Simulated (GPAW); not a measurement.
# BP (F-43m) in GPAW: further runs, part 3 of 3

GPAW 26.7.0. The steps go on from the part before.

**5. G0W0 quasiparticle levels, PBE (volume scaled by 1.08)**

File run.py:

```python
import json
import numpy as np
from ase.dft.bandgap import bandgap
from ase.io import read, write
from gpaw import GPAW, PW
from gpaw.response.g0w0 import G0W0

atoms = read('POSCAR')

calc = GPAW(mode=PW(650),
            xc='PBE',
            kpts={'size': (6, 6, 6), 'gamma': True},
            occupations={'name': 'fermi-dirac', 'width': 0.001},
            nbands=11,
            convergence={'density': 1e-06},
            maxiter=150,
            txt='gpaw.txt')
atoms.calc = calc
energy = atoms.get_potential_energy()
calc.write('gs.gpw')
write('result.traj', atoms)
print(f'Energy: {energy:.6f} eV')
print('Fermi level:', round(calc.get_fermi_level(), 4), 'eV')
print(f'Gap: {bandgap(calc)[0]:.4f} eV, direct: {bandgap(calc, direct=True)[0]:.4f} eV')

calc.diagonalize_full_hamiltonian(nbands=230)
calc.write('full.gpw', mode='all')

ibz = calc.get_ibz_k_points()
gap, vbm, cbm = bandgap(calc, output=None)
gap, direct, _ = bandgap(calc, direct=True, output=None)
gamma = int(np.abs(ibz).sum(1).argmin())
kpts = sorted({gamma, vbm[1], cbm[1], direct[1]})
gw = G0W0(calc='full.gpw',
          filename='gw',
          ecut=250,
          ecut_extrapolation=True,
          relbands=(-2, 2),
          kpts=kpts,
          integrate_gamma='WS',
          ppa=True)
gw.calculate()
results = {mode: {key: np.asarray(r[key]).tolist() for key in ['f', 'eps', 'vxc', 'exx', 'sigma', 'Z', 'qp', 'sigma_eskn']}
           for mode, r in gw.all_results.items()}
json.dump({'kpts': ibz[kpts].tolist(), 'results': results}, open('gw.json', 'w'))
for mode, r in results.items():
    f, qp = np.array(r['f']), np.array(r['qp'])
    print(mode, 'quasiparticle energies (eV):')
    print(qp.round(3))
    print(mode, 'gap:', round(qp[f < 0.5].min() - qp[f > 0.5].max(), 4), 'eV')
```

File POSCAR:

```
BP
1.0
    0.0000000000      2.3279612538      2.3279612538
    2.3279612538      0.0000000000      2.3279612538
    2.3279612538      2.3279612538      0.0000000000
P B
1 1
Direct
    0.7500000000      0.7500000000      0.7500000000
    0.0000000000      0.0000000000      0.0000000000
```

Potentials or basis: GPAW PAW data sets (gpaw-data 1.2.1), pw.

On the command line:

```console
> OMP_NUM_THREADS=1 python run.py
```

gpaw.txt:

```text
__  _  _
 | _ |_)|_||  |
 |__||  | ||/\| - 26.7.0

Input parameters:
  mode=PW(ecut=650.0),
  convergence={'density': 1e-06},
  kpts=MonkhorstPack(size=(6, 6, 6), gamma=True),
  maxiter=150,
  nbands=11,
  occupations=Occupations(name='fermi-dirac', width=0.001),
  xc=XC(name='PBE')

Diagonalizing LCAO Hamiltonian
Converting LCAO to pw mode

                  P

       B

Atoms  # Å, Bohr magnetons
|   | symbol |        x |        y |        z |    initial magnetic moments |
|---|--------|----------|----------|----------|-----------------------------|
| 0 |      P | 3.491942 | 3.491942 | 3.491942 | ( 0.0000,  0.0000,  0.0000) |
| 1 |      B | 0.000000 | 0.000000 | 0.000000 | ( 0.0000,  0.0000,  0.0000) |

Unit cell  # Å
| periodic |        x |        y |        z |  lengths |    angles |
|----------|----------|----------|----------|----------|-----------|
|      yes | 0.000000 | 2.327961 | 2.327961 | 3.292234 | 60.000000 |
|      yes | 2.327961 | 0.000000 | 2.327961 | 3.292234 | 60.000000 |
|      yes | 2.327961 | 2.327961 | 0.000000 | 3.292234 | 60.000000 |

Number of symmetries: 24
Symmetry operations  # r_c * U_cc + t_c -> r_c
|    | kind |            matrix            |
|----|------|------------------------------|
|  0 |  E   |  1, 0, 0,  0, 1, 0,  0, 0, 1 |
|  1 |  σ   |  1, 0, 0,  0, 0, 1,  0, 1, 0 |
|  2 |  σ   |  1, 0,-1,  0, 1,-1,  0, 0,-1 |
|  3 |  C3  |  1, 0,-1,  0, 0,-1,  0, 1,-1 |
|  4 |  C3  |  1,-1, 0,  0,-1, 1,  0,-1, 0 |
|  5 |  σ   |  1,-1, 0,  0,-1, 0,  0,-1, 1 |
|  6 |  σ   |  0, 1, 0,  1, 0, 0,  0, 0, 1 |
|  7 |  C3  |  0, 1, 0,  0, 0, 1,  1, 0, 0 |
|  8 |  C2  |  0, 1,-1,  1, 0,-1,  0, 0,-1 |
|  9 |  S4  |  0, 1,-1,  0, 0,-1,  1, 0,-1 |
| 10 |  C3  |  0, 0, 1,  1, 0, 0,  0, 1, 0 |
| 11 |  σ   |  0, 0, 1,  0, 1, 0,  1, 0, 0 |
| 12 |  S4  |  0, 0,-1,  1, 0,-1,  0, 1,-1 |
| 13 |  C3  |  0, 0,-1,  0, 1,-1,  1, 0,-1 |
| 14 |  S4  |  0,-1, 1,  1,-1, 0,  0,-1, 0 |
| 15 |  C2  |  0,-1, 1,  0,-1, 0,  1,-1, 0 |
| 16 |  C3  |  0,-1, 0,  1,-1, 0,  0,-1, 1 |
| 17 |  S4  |  0,-1, 0,  0,-1, 1,  1,-1, 0 |
| 18 |  S4  | -1, 1, 0, -1, 0, 1, -1, 0, 0 |
| 19 |  C3  | -1, 1, 0, -1, 0, 0, -1, 0, 1 |
| 20 |  C3  | -1, 0, 1, -1, 1, 0, -1, 0, 0 |
| 21 |  S4  | -1, 0, 1, -1, 0, 0, -1, 1, 0 |
| 22 |  σ   | -1, 0, 0, -1, 1, 0, -1, 0, 1 |
| 23 |  C2  | -1, 0, 0, -1, 0, 1, -1, 1, 0 |

BZ-sampling:
  Number of BZ points: 216
  Number of IBZ points: 16

  Monkhorst-Pack size: [6, 6, 6]
  Monkhorst-Pack shift: [0.08333333333333333, 0.08333333333333333, 0.08333333333333333]

K-points  # in reciprocal-cell coordinates
|     |                                coordinates |     weight |
|-----|--------------------------------------------|------------|
|   0 | (  0.00000000,   0.00000000,   0.00000000) | 0.00462963 |
|   1 | (  0.16666667,   0.16666667,   0.00000000) | 0.02777778 |
|   2 | (  0.16666667,   0.16666667,   0.16666667) | 0.03703704 |
|   3 | (  0.33333333,   0.16666667,   0.16666667) | 0.05555556 |
|   4 | (  0.33333333,   0.33333333,  -0.33333333) | 0.05555556 |
|   5 | (  0.33333333,   0.33333333,   0.00000000) | 0.02777778 |
|   6 | (  0.33333333,   0.33333333,   0.16666667) | 0.11111111 |
|   7 | (  0.33333333,   0.33333333,   0.33333333) | 0.03703704 |
|   8 | (  0.50000000,   0.33333333,  -0.33333333) | 0.11111111 |
|   9 | (  0.50000000,   0.33333333,  -0.16666667) | 0.05555556 |
| ... |                                            |            |
|  15 | (  0.50000000,   0.50000000,   0.50000000) | 0.01851852 |

Plane wave coefficients: 960
Cutoff: 650.0 eV

Spin-components: 1 (collinear spins)
Bands:           11
Projectors:      10
Spin-degeneracy: 2
Datatype:        complex128

Density:
  Valence electrons: 8.0
  Components: 1
  Grid points: [20 20 20]
  Charge: 0.0  # |e|

Potential:
  Grid points: [20 20 20]

species:
  P:
    name:    Phosphorus
    Z:       15.0
    valence: 5
    core:    10
    charge:  0.0  # [|e|]
    compensation charges:
      type: gauss
      rc: 0.30  # [Å]
      lmax: 2
    cutoffs:
      filter: 1.69  # [Å]
      core: 1.81  # [Å]
    projectors
    | kind |    occ | energy [eV] | rcut [Å] |
    |------|--------|-------------|----------|
    |   3s |  2.000 |     -13.968 |    0.953 |
    |   3p |  3.000 |      -5.506 |    0.953 |
    |    s |        |      13.244 |    0.953 |
    |    p |        |      21.705 |    0.953 |
    |    d |        |       0.000 |    0.953 |

    Using partial waves for P as LCAO basis

  B:
    name:    Boron
    Z:       5.0
    valence: 3
    core:    2
    charge:  0.0  # [|e|]
    compensation charges:
      type: gauss
      rc: 0.20  # [Å]
      lmax: 2
    cutoffs:
      filter: 1.14  # [Å]
      core: 1.38  # [Å]
    projectors
    | kind |    occ | energy [eV] | rcut [Å] |
    |------|--------|-------------|----------|
    |   2s |  2.000 |      -9.443 |    0.635 |
    |   2p |  1.000 |      -3.606 |    0.635 |
    |    s |        |      17.768 |    0.635 |
    |    p |        |      23.605 |    0.635 |
    |    d |        |       0.000 |    0.635 |

    Using partial waves for B as LCAO basis

Reference energy: -9972.403226  # eV

eigensolver:
  PPCG
  Converge bands: occupied
  niter=2

density mixing:
  MSR1-Mixer
  Pratt-step length: 0.05
  Maximum mixing coefficient: 0.75
  Old densities: 10
  SVD Regularization: 0.005
  Good broyden scale: 1.0
  Trust region scale: 1.0
  Backstep threshold: 4.0
  History deletion threshold: 6.0
  Fourier metric: weight=20.0, sigma=0.015

occupation numbers:
  Fermi-Dirac:
    width: 0.0010  # eV

poisson solver:
  ecut: 5200.0  # eV

xc functional:
  name: PBE with 2 nearest neighbor stencil

convergence criteria:
- Maximum integral of absolute [dens]ity change: 1e-06 electrons / valence electron
- Maximum [total energy] change in last 3 cyles: 0.0005 eV / valence electron
- Maximum integral of absolute [eigenst]ate change: 4e-08 eV^2 / valence electron
maximum number of iterations: 150

SCF iterations
|iter     | |      energy | eigst |  dens |
|---------|-|-------------|-------|-------|
|iter:   1| |  -13.302471 | +0.09 |       |
|iter:   2| |  -13.213351 | -2.12 | -0.73 |
|iter:   3| |  -12.825216 | -1.65 | -0.77 |
|iter:   4| |  -12.820618 | -3.10 | -1.45 |
|iter:   5| |  -12.820502 | -4.16 | -1.96 |
|iter:   6| |  -12.820523c| -5.50 | -2.65 |
|iter:   7| |  -12.820524c| -6.93 | -3.68 |
|iter:   8| |  -12.820524c| -8.38c| -4.29 |
|iter:   9| |  -12.820524c| -9.47c| -5.63 |
|iter:  10| |  -12.820524c|-10.24c| -6.11c|

Converged in 10 steps
Energy contributions relative to reference atoms: (reference = -9972.403226)

Energy contributions:
  Kinetic:           7.481484
  Coulomb:          -7.155983
  Zero:             -0.019805
  External:          0.000000
  Xc:              -13.126220
  Entropy:          -0.000000
  Spinorbit:         0.000000
  ----------------------------
  Free energy:     -12.820524
  Extrapolated:    -12.820524

dipole moment: (-3.578074, -3.578074, -3.578074)  # |e|*Ang

Fermi level: 8.344
Eigenvalues  # (at kpt = [0.000, 0.000, 0.000])
| band index |      eig [eV] | occ [0-2] |
|------------|---------------|-----------|
|          0 |        -7.518 |     2.000 |
|          1 |         7.272 |     2.000 |
|          2 |         7.272 |     2.000 |
|          3 |         7.272 |     2.000 |
|          4 |        10.572 |     0.000 |
|          5 |        10.572 |     0.000 |
|          6 |        10.572 |     0.000 |
|          7 |        13.521 |     0.000 |
|          8 |        18.328 |     0.000 |
|          9 |        19.092 |     0.000 |
|         10 |        19.092 |     0.000 |

Gap: 1.460 eV
Transition (v -> c):
  (s=0, k=0, n=3, [0.00, 0.00, 0.00]) -> (s=0, k=5, n=4, [0.33, 0.33, 0.00])
Direct/indirect transitions are different
Direct gap: 3.300 eV
Transition at: (s=0, k=0, n=3, [0.00, 0.00, 0.00])
# Writing to gs.gpw (mode='')

Matrix size: 960x960
# Writing to full.gpw (mode='all')
```

It took 23 min on 1 thread of Arm Neoverse V2, shared host; peak memory 0.41 GiB.

What came out:

```yaml
Free_energy: -12.8205 eV
Band_gap_on_the_k_mesh_mean-field_level: 1.46 eV, indirect (least direct gap 3.30 eV)
Quasiparticle_gap: 2.22 eV
Least_direct_quasiparticle_gap: 4.25 eV
```

Levels at points of the mesh, in eV from the valence-band top:
```csv
k point,band 1,band 2,band 3,band 4,band 5,band 6,band 7
"(0.00, 0.00, 0.00)",-14.79,0.00,0.00,0.00,3.30,3.30,3.30
"(0.50, 0.50, 0.00)",-10.33,-8.19,-3.84,-3.84,1.48,1.73,11.39
"(0.50, 0.50, 0.50)",-11.75,-8.50,-1.66,-1.66,3.34,4.65,4.65
```

Caveat: the k mesh is coarse; the quasiparticle gap is taken among the few k points that were corrected; the long-wavelength limit can be off by a per cent or two. A k mesh can miss the band edges.

**6. Summary**

| task | level | potentials or basis | cell | k mesh | cutoff (eV) | smearing | band path | band points | kernel | response ecut | response k mesh | gap on the mesh (eV) |
| --- | --- | --- | --- | --- | --- | --- | --- | --- | --- | --- | --- | --- |
| band structure | r4SCAN | GPAW PAW data sets (gpaw-data 1.2.1), pw | as given | 10 × 10 × 10 | 800 | fermi-dirac 0.05 eV | GXWKGLUWLK,UX | 80 | - | - | - | 1.42 |
| eps q | PBEsol | PAW data sets generated in the run's folder for this functional, pw | volume scaled by 0.92 | 8 × 8 × 8 | 550 | fermi-dirac 0.001 eV | - | - | RPA | 50 eV | 16 × 16 × 16 | 1.06 |
| G0W0 quasiparticle levels | PBE | GPAW PAW data sets (gpaw-data 1.2.1), pw | volume scaled by 1.08 | 6 × 6 × 6 | 650 | fermi-dirac 0.001 eV | - | - | - | 250 eV | - | - |

Alike in all rows: no spin polarisation.

Caveats: the quasiparticle gap is taken among the few k points that were corrected (some runs); the long-wavelength limit can be off by a per cent or two (some runs).

Absolute energies hang on the potentials; compare differences alone.
